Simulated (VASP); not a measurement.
# ZnSe (Stilleite) (F-43m) in VASP: notebook

The runs below take ZnSe (Stilleite) through single point, with LDA.

All numbers are computed with VASP 6.6.1; they aren't measurements. Logs are shortened: lines on timing, memory, paths and dates and some standing lists are left out, and cuts for length are marked.

## 1. The crystal as given

It takes space group F-43m (No. 216, cubic). The conventional cell has a = 5.668 Å, b = 5.668 Å, c = 5.668 Å, α = 90.00°, β = 90.00°, γ = 90.00°. Around Se (site symmetry -43m) lie 4 Zn at 2.45 Å. Zn (site symmetry -43m) has 4 Se at 2.45 Å as nearest neighbours.

## 2. Single point, LDA, spin-orbit coupling, no magnetisation

INCAR

```
  PREC = Accurate
  ENCUT = 750
  EDIFF = 1E-7
  ISMEAR = 0
  SIGMA = 0.02
  LREAL = F
  LASPH = T
  NELM = 100
  ALGO = Normal
  ISIF = 2
  LWAVE = F
  LCHARG = F
  LNONCOLLINEAR = T
  MAGMOM = 0 0 0 0 0 0
  LORBIT = 11
  LSORBIT = T
  GGA_COMPAT = F
  NBANDS = 34
```

KPOINTS

```
regular mesh
0
Gamma
  9 9 9
```

POSCAR

```
ZnSe
1.0
    0.0000000000      2.8338000000      2.8338000000
    2.8338000000      0.0000000000      2.8338000000
    2.8338000000      2.8338000000      0.0000000000
Se Zn
1 1
Direct
    0.7500000000      0.7500000000      0.7500000000
    0.0000000000      0.0000000000      0.0000000000
```

Potentials or basis: VASP PAW LDA potentials, release 64 (Se, Zn).

On the command line:

```console
cat potpaw_LDA.64/Se/POTCAR potpaw_LDA.64/Zn/POTCAR > POTCAR
mpirun -np 1 vasp_ncl > vasp.out
```

OUTCAR:

```text
PREC = Accurate
   ENCUT = 750
   EDIFF = 1E-7
   ISMEAR = 0
   LREAL = F
   LASPH = T
   NELM = 100
   ISIF = 2
   LNONCOLLINEAR = T
   LORBIT = 11
   LSORBIT = T

 Found     55 irreducible k-points:

 Following reciprocal coordinates:
            Coordinates               Weight
  0.000000  0.000000  0.000000      1.000000
  0.111111  0.000000  0.000000      4.000000
 -0.111111  0.000000  0.000000      4.000000
  0.222222  0.000000  0.000000      4.000000
 -0.222222  0.000000  0.000000      4.000000
  0.333333  0.000000  0.000000      4.000000
   k-points           NKPTS =     55   k-points in BZ     NKDIM =     55   number of bands    NBANDS=     34
   number of dos      NEDOS =    301   number of ions     NIONS =      2
   total plane-waves  NPLWV =  46656
   dimension x,y,z NGX =    36 NGY =   36 NGZ =   36
   dimension x,y,z NGXF=    72 NGYF=   72 NGZF=   72
   ions per type =               1   1
   NGX,Y,Z   is equivalent  to a cutoff of  14.93, 14.93, 14.93 a.u.
   NGXF,Y,Z  is equivalent  to a cutoff of  29.87, 29.87, 29.87 a.u.
 SYSTEM =  unknown system
   PREC   = accura    normal or accurate (medium, high low for compatibility)
   ISTART =      0    job   : 0-new  1-cont  2-samecut
   ICHARG =      2    charge: 1-file 2-atom 10-const
   ISPIN  =      1    spin polarized calculation?
   LNONCOLLINEAR =      T non collinear calculations
   LSORBIT =      T    spin-orbit coupling
   LASPH  =      T    aspherical Exc in radial PAW
   ENCUT  =  750.0 eV  55.12 Ry    7.42 a.u.   8.95  8.95  8.95*2*pi/ulx,y,z
   NELM   =    100;   NELMIN=  2; NELMDL= -5     # of ELM steps
   EDIFF  = 0.1E-06   stopping-criterion for ELM
   LREAL  =      F    real-space projection
[... 7 lines left out ...]
   TEBEG  =    0.0;   TEEND  =   0.0 temperature during run
   PSTRESS=    0.0 pullay stress
   NELECT =      18.0000    total number of electrons
   NUPDOWN=      -1.0000    fix difference up-down
   EMIN   =  10.00;   EMAX   =-10.00  energy-range for DOS
   EFERMI =   0.00;   METHOD = LEGACY
   ISMEAR =     0;   SIGMA  =   0.02  broadening in eV -4-tet -1-fermi 0-gaus
   EFERMI_NEDOS =   21; number of points for ismear=-14 and -15
   IALGO  =     38    algorithm
   IMIX   =      4    mixing-type and parameters
     AMIX     =   0.40;   BMIX     =  1.00
     AMIX_MAG =   1.60;   BMIX_MAG =  1.00
  volume/ion in A,a.u.               =      22.76       153.57
  Fermi-wavevector in a.u.,A,eV,Ry     =   1.201673  2.270834 19.647073  1.444019
  Thomas-Fermi vector in A             =   2.337476
   LORBIT       =     11    0 simple, 1 ext, 2 COOP (PROOUT), +10 PAW based schemes
   GGA     = CA    functional components
   LHFCALC =     F    Hartree Fock is set to
   AEXX    =    0.0000 exact exchange contribution
   IVDW    =     0    specifies the selected vdW correction
   LEPSILON=     F    determine dielectric tensor
   LRPA    =     F    only Hartree local field effects (RPA)
 Gauss-broadening in eV      SIGMA  =   0.02
  energy-cutoff  :      750.00
  volume of cell :       45.51
 maximum number of plane-waves:      4298
   NGX = 17   NGY = 17   NGZ = 17

 number of electron      18.0000000 magnetization       0.0000000      0.0000000      0.0000000

 number of electron      18.0000001 magnetization      -0.0000000     -0.0000000     -0.0000000

 number of electron      18.0000001 magnetization      -0.0000000      0.0000000      0.0000000

 number of electron      18.0000001 magnetization       0.0000000     -0.0000000     -0.0000000

 Free energy of the ion-electron system (eV)
  ---------------------------------------------------
  ext. energy  EPLUGINS =         0.00000000
  ---------------------------------------------------
  free energy    TOTEN  =        -7.37500581 eV

  energy without entropy =       -7.37500581  energy(sigma->0) =       -7.37500581

 E-fermi :   1.7588     XC(G=0):  -9.6990

 val. band max:        1.6371832148   @ k =   0.0000   0.0000   0.0000
 cond. band min:       2.5762381171   @ k =   0.0000   0.0000   0.0000
 fundamental gap:      0.9390549023
 Fermi energy:         1.7587968522

 k-point     1 :       0.0000    0.0000    0.0000
  band No.  band energies     occupation
      1     -11.7814      1.00000
      2     -11.7814      1.00000
      3      -5.2867      1.00000
      4      -5.2867      1.00000
      5      -5.2867      1.00000
      6      -5.2867      1.00000
[... 22 lines left out ...]
     29      12.9817      0.00000
     30      12.9817      0.00000

 k-point     2 :       0.1111    0.0000    0.0000
  band No.  band energies     occupation
      1     -11.7008      1.00000
      2     -11.7008      1.00000
      3      -5.2907      1.00000
      4      -5.2758      1.00000
      5      -5.2758      1.00000
      6      -5.2686      1.00000
[... 22 lines left out ...]
     29      12.2355      0.00000
     30      12.2366      0.00000

 k-point     3 :      -0.1111    0.0000    0.0000
  band No.  band energies     occupation
      1     -11.7008      1.00000
      2     -11.7008      1.00000
      3      -5.2907      1.00000
      4      -5.2758      1.00000
      5      -5.2758      1.00000
      6      -5.2686      1.00000
[... 22 lines left out ...]
     29      12.2355      0.00000
     30      12.2366      0.00000

 k-point     4 :       0.2222    0.0000    0.0000
  band No.  band energies     occupation
      1     -11.4843      1.00000
      2     -11.4843      1.00000
      3      -5.2815      1.00000
      4      -5.2469      1.00000
      5      -5.2333      1.00000
      6      -5.2333      1.00000
[... 22 lines left out ...]
     29      11.8296      0.00000
     30      11.8358      0.00000

 k-point     5 :      -0.2222    0.0000    0.0000
  band No.  band energies     occupation
      1     -11.4843      1.00000
      2     -11.4843      1.00000
      3      -5.2815      1.00000
      4      -5.2469      1.00000
      5      -5.2333      1.00000
      6      -5.2333      1.00000
[... 22 lines left out ...]
     29      11.8296      0.00000
     30      11.8358      0.00000

 k-point     6 :       0.3333    0.0000    0.0000
  band No.  band energies     occupation
      1     -11.2120      1.00000
      2     -11.2120      1.00000
      3      -5.2663      1.00000
      4      -5.2356      1.00000
      5      -5.1331      1.00000
      6      -5.1331      1.00000
[... 22 lines left out ...]
     29      12.4751      0.00000
     30      12.4751      0.00000

 [... further k-points ...]

 [bands above 30 left out]

------------------------ aborting loop because EDIFF is reached ----------------------------------------

  FORCE on cell =-STRESS in cart. coord.  units (eV):
  Direction    XX          YY          ZZ          XY          YZ          ZX
  --------------------------------------------------------------------------------------
  -------------------------------------------------------------------------------------
  Total       -0.8723978     -0.8723978     -0.8723978      0.0000000      0.0000000      0.0000000
  in kB      -30.7105467    -30.7105467    -30.7105467      0.0000000      0.0000000      0.0000000
  external PRESSURE =     -30.7105467 kB  Pullay stress =       0.0000000 kB

 VOLUME and BASIS-vectors are now :
 -----------------------------------------------------------------------------
  energy-cutoff  :      750.00
  volume of cell :       45.51
      direct lattice vectors                 reciprocal lattice vectors
     0.000000000  2.833800000  2.833800000    -0.176441527  0.176441527  0.176441527
     2.833800000  0.000000000  2.833800000     0.176441527 -0.176441527  0.176441527
     2.833800000  2.833800000  0.000000000     0.176441527  0.176441527 -0.176441527

 POSITION                                       TOTAL-FORCE (eV/Angst)
 -----------------------------------------------------------------------------------
      4.25070      4.25070      4.25070        -0.000000     -0.000000     -0.000000
      0.00000      0.00000      0.00000         0.000000      0.000000      0.000000
 -----------------------------------------------------------------------------------
    total drift:                               -0.000000     -0.000000     -0.000000

  FREE ENERGIE OF THE ION-ELECTRON SYSTEM (eV)
  ---------------------------------------------------
  free  energy   TOTEN  =        -7.3750058142 eV

  energy  without entropy=       -7.3750058142  energy(sigma->0) =       -7.37500581

 Spin-Orbit-Coupling matrix elements

 Ion:    1  E_soc:     -0.0392942
 l=   1
     0.0000000    -0.0065408    -0.0065408
    -0.0065408     0.0000000    -0.0065408
    -0.0065408    -0.0065408     0.0000000
 l=   2
     0.0000000    -0.0000040     0.0000000    -0.0000040    -0.0000043
    -0.0000040     0.0000000    -0.0000032    -0.0000040    -0.0000011
     0.0000000    -0.0000032     0.0000000    -0.0000032     0.0000000
    -0.0000040    -0.0000040    -0.0000032     0.0000000    -0.0000011
    -0.0000043    -0.0000011     0.0000000    -0.0000011     0.0000000
 l=   3
     0.0000000     0.0000000     0.0000000     0.0000000     0.0000000     0.0000000     0.0000000
     0.0000000     0.0000000     0.0000000     0.0000000     0.0000000     0.0000000     0.0000000
     0.0000000     0.0000000     0.0000000     0.0000000     0.0000000     0.0000000     0.0000000
     0.0000000     0.0000000     0.0000000     0.0000000     0.0000000     0.0000000     0.0000000
     0.0000000     0.0000000     0.0000000     0.0000000     0.0000000     0.0000000     0.0000000
     0.0000000     0.0000000     0.0000000     0.0000000     0.0000000     0.0000000     0.0000000
     0.0000000     0.0000000     0.0000000     0.0000000     0.0000000     0.0000000     0.0000000

 Ion:    2  E_soc:     -0.0089611
 l=   1
     0.0000000    -0.0005151    -0.0005151
    -0.0005151     0.0000000    -0.0005151
    -0.0005151    -0.0005151     0.0000000
 l=   2
     0.0000000    -0.0001966     0.0000000    -0.0001966    -0.0007818
    -0.0001966     0.0000000    -0.0005864    -0.0001966    -0.0001955
     0.0000000    -0.0005864     0.0000000    -0.0005864     0.0000000
    -0.0001966    -0.0001966    -0.0005864     0.0000000    -0.0001955
    -0.0007818    -0.0001955     0.0000000    -0.0001955     0.0000000
 l=   3
     0.0000000     0.0000000     0.0000000     0.0000000     0.0000000     0.0000000     0.0000000
     0.0000000     0.0000000     0.0000000     0.0000000     0.0000000     0.0000000     0.0000000
     0.0000000     0.0000000     0.0000000     0.0000000     0.0000000     0.0000000     0.0000000
     0.0000000     0.0000000     0.0000000     0.0000000     0.0000000     0.0000000     0.0000000
     0.0000000     0.0000000     0.0000000     0.0000000     0.0000000     0.0000000     0.0000000
     0.0000000     0.0000000     0.0000000     0.0000000     0.0000000     0.0000000     0.0000000
     0.0000000     0.0000000     0.0000000     0.0000000     0.0000000     0.0000000     0.0000000

 total charge

# of ion       s       p       d       tot
------------------------------------------
    1        1.442   2.410   0.030   3.883
    2        0.547   0.454   9.784  10.785
--------------------------------------------------
tot          1.989   2.864   9.815  14.668

 magnetization (x)

# of ion       s       p       d       tot
------------------------------------------
    1       -0.000  -0.000  -0.000  -0.000
    2       -0.000  -0.000   0.000  -0.000
--------------------------------------------------
tot         -0.000  -0.000   0.000  -0.000

 magnetization (y)

# of ion       s       p       d       tot
------------------------------------------
    1       -0.000   0.000   0.000  -0.000
    2        0.000   0.000  -0.000  -0.000
--------------------------------------------------
tot         -0.000   0.000  -0.000  -0.000

 magnetization (z)

# of ion       s       p       d       tot
------------------------------------------
    1       -0.000   0.000   0.000   0.000
    2        0.000  -0.000   0.000   0.000
--------------------------------------------------
tot          0.000  -0.000   0.000   0.000
```

Run time: 7.1 min. Hardware: 1 thread of Intel Xeon Platinum 8488C (Sapphire Rapids), shared host; peak memory 0.43 GiB.

These settings aren't checked as converged: the numbers below hold their error.

Results:

```
Free energy                                           : -7.3750 eV
Pressure                                              : -3.1 GPa
Valence electrons inside the program's atomic spheres : Se 3.88; Zn 10.79
```

## 3. Single point, LDA, spin-orbit coupling, no magnetisation

Edit INCAR of step 2 so:

```diff
@@ -1,3 +1,3 @@
   PREC = Accurate
-  ENCUT = 750
+  ENCUT = 280
   EDIFF = 1E-7
```

KPOINTS

```
regular mesh
0
Gamma
  4 4 4
```

POSCAR is that of step 2.

Potentials or basis: VASP PAW LDA potentials, release 64 (Se, Zn).

On the command line:

```console
cat potpaw_LDA.64/Se/POTCAR potpaw_LDA.64/Zn/POTCAR > POTCAR
mpirun -np 1 vasp_ncl > vasp.out
```

Wall time 18 s (1 thread of Intel Xeon Platinum 8488C (Sapphire Rapids), shared host); peak memory 0.16 GiB.

The run converged, but some of its settings lie outside the range that counts as converged, so its numbers aren't taken as properties of the crystal.

What came out:

- Free energy: -7.2951 eV
- Valence electrons inside the program's atomic spheres: Se 3.89; Zn 10.78

Caveat: the k mesh is coarse (spacing up to 0.48 Å⁻¹), so the values aren't converged; the cutoff is under 1.25 times the usual one of these potentials, so pressure, stress and relaxed cells hold a basis-set (Pulay) error.

## 4. Single point, LDA, spin-orbit coupling, no magnetisation

Edit INCAR of step 3 so:

```diff
@@ -1,3 +1,3 @@
   PREC = Accurate
-  ENCUT = 280
+  ENCUT = 340
   EDIFF = 1E-7
```

KPOINTS is that of step 3.

POSCAR is that of step 3.

On the command line:

```console
cat potpaw_LDA.64/Se/POTCAR potpaw_LDA.64/Zn/POTCAR > POTCAR
mpirun -np 1 vasp_ncl > vasp.out
```

Run time: 21 s. Hardware: 1 thread of Intel Xeon Platinum 8488C (Sapphire Rapids), shared host; peak memory 0.17 GiB.

These settings aren't checked as converged: the numbers below hold their error.

What came out:

| Quantity | Value |
| --- | --- |
| Free energy | -7.2990 eV |
| Pressure | -2.9 GPa |
| Valence electrons inside the program's atomic spheres | Se 3.89; Zn 10.78 |

Caveat: the k mesh is coarse (spacing up to 0.48 Å⁻¹), so the values aren't converged; the cutoff is under 1.25 times the usual one of these potentials, so pressure, stress and relaxed cells hold a basis-set (Pulay) error.

## 5. Single point, LDA, spin-orbit coupling, no magnetisation

Edit INCAR of step 4 so:

```diff
@@ -1,3 +1,3 @@
   PREC = Accurate
-  ENCUT = 340
+  ENCUT = 460
   EDIFF = 1E-7
```

KPOINTS is that of step 4.

POSCAR is that of step 4.

Potentials or basis: VASP PAW LDA potentials, release 64 (Se, Zn).

On the command line:

```console
cat potpaw_LDA.64/Se/POTCAR potpaw_LDA.64/Zn/POTCAR > POTCAR
mpirun -np 1 vasp_ncl > vasp.out
```

OUTCAR:

```text
PREC = Accurate
   ENCUT = 460
   EDIFF = 1E-7
   ISMEAR = 0
   LREAL = F
   LASPH = T
   NELM = 100
   ISIF = 2
   LNONCOLLINEAR = T
   LORBIT = 11
   LSORBIT = T

 Found     10 irreducible k-points:

 Following reciprocal coordinates:
            Coordinates               Weight
  0.000000  0.000000  0.000000      1.000000
  0.250000  0.000000  0.000000      4.000000
 -0.250000  0.000000  0.000000      4.000000
  0.500000  0.000000  0.000000      4.000000
  0.250000  0.250000  0.000000      6.000000
  0.500000  0.250000  0.000000     12.000000
   k-points           NKPTS =     10   k-points in BZ     NKDIM =     10   number of bands    NBANDS=     34
   number of dos      NEDOS =    301   number of ions     NIONS =      2
[... 344 lines left out ...]
     0.0000000     0.0000000     0.0000000     0.0000000     0.0000000     0.0000000     0.0000000
     0.0000000     0.0000000     0.0000000     0.0000000     0.0000000     0.0000000     0.0000000
     0.0000000     0.0000000     0.0000000     0.0000000     0.0000000     0.0000000     0.0000000
     0.0000000     0.0000000     0.0000000     0.0000000     0.0000000     0.0000000     0.0000000
     0.0000000     0.0000000     0.0000000     0.0000000     0.0000000     0.0000000     0.0000000
     0.0000000     0.0000000     0.0000000     0.0000000     0.0000000     0.0000000     0.0000000

 total charge

# of ion       s       p       d       tot
------------------------------------------
    1        1.436   2.427   0.029   3.892
    2        0.538   0.456   9.786  10.781
--------------------------------------------------
tot          1.974   2.884   9.815  14.673

 magnetization (x)

# of ion       s       p       d       tot
------------------------------------------
    1       -0.000   0.000  -0.000   0.000
    2       -0.000   0.000   0.000  -0.000
--------------------------------------------------
tot         -0.000   0.000   0.000  -0.000

 magnetization (y)

# of ion       s       p       d       tot
------------------------------------------
    1        0.000   0.000   0.000   0.000
    2        0.000  -0.000   0.000  -0.000
--------------------------------------------------
tot          0.000  -0.000   0.000   0.000

 magnetization (z)

# of ion       s       p       d       tot
------------------------------------------
    1        0.000  -0.000  -0.000  -0.000
    2        0.000   0.000   0.000   0.000
--------------------------------------------------
tot          0.000   0.000   0.000   0.000
```

stdout:

```text
POSCAR found type information on POSCAR SeZn
 POSCAR found :  2 types and       2 ions
 scaLAPACK will be used
 LDA part: xc-table for (Slater(with rela. corr.)+CA(PZ))
 , standard interpolation
 POSCAR, INCAR and KPOINTS ok, starting setup
 FFT: planning ... GRIDC
 FFT: planning ... GRID_SOFT
 FFT: planning ... GRID
 WAVECAR not read
 entering main loop
```

It took 33 s on 1 thread of Intel Xeon Platinum 8488C (Sapphire Rapids), shared host; peak memory 0.2 GiB.

The run converged, but some of its settings lie outside the range that counts as converged, so its numbers aren't taken as properties of the crystal.

What came out:

| Property | Result |
| --- | --- |
| Free energy | -7.2998 eV |
| Pressure | -2.8 GPa |
| Valence electrons inside the program's atomic spheres | Se 3.89; Zn 10.78 |

Caveat: the k mesh is coarse (spacing up to 0.48 Å⁻¹), so the values aren't converged.

(Part 1 of 2 ends here.)
